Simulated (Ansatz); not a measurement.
# HfO2: equation of state with LDA

Crystal: HfO2.

```
Hf O
1.0
     5.21946    0.00000    0.00000
     0.00000    5.00476    0.00000
     0.00000    0.00000    5.03269
Hf O
4 8
Cartesian
  5.0472 3.6661 3.7314
  2.7820 3.6661 1.2151
  2.4375 1.3387 3.7314
  0.1723 1.3387 1.2151
  3.2994 4.6477 4.4251
  4.5298 4.6477 1.9087
  1.2211 2.7020 2.4776
  1.3886 2.7020 4.9939
  3.9984 2.3028 4.9939
  3.8308 2.3028 2.4776
  0.6896 0.3571 4.4251
  1.9201 0.3571 1.9087
```

Measurements of this composition are mostly on another form, of space group No. 14.

```yaml
Program: Ansatz 0.2.0
Task: equation of state
Functional: LDA
Potentials_or_basis: JTH PAW LDA
Cutoff: 1380 eV
Density_cutoff: 6900 eV
k_mesh: 5 × 6 × 5
Occupations: fermi-dirac, width 0.05 eV
Spin: no spin polarisation
```

```json
{
  "Equilibrium volume": "10.65 Å³/atom",
  "Bulk modulus at fixed shape and positions": "283 GPa",
  "Pressure derivative of the bulk modulus": "4.3"
}
```

Energy against volume, from the lowest point:
```
volume (Å³/atom)  energy (meV/atom)
          10.298              10.38
          10.517               0.94
          10.736               0.00
          10.955               6.70
          11.175              20.25
          11.394              39.95
          11.613              65.16
```

All runs of the series together: 9.9 min on 2 threads of Arm Neoverse V1, on a shared host.

Caveat: the cell was scaled at fixed shape and fractional positions, which overstates the stiffness of a crystal with free parameters, most of all of layers and chains. Spin-orbit coupling is left out, which matters for the levels of Hf.
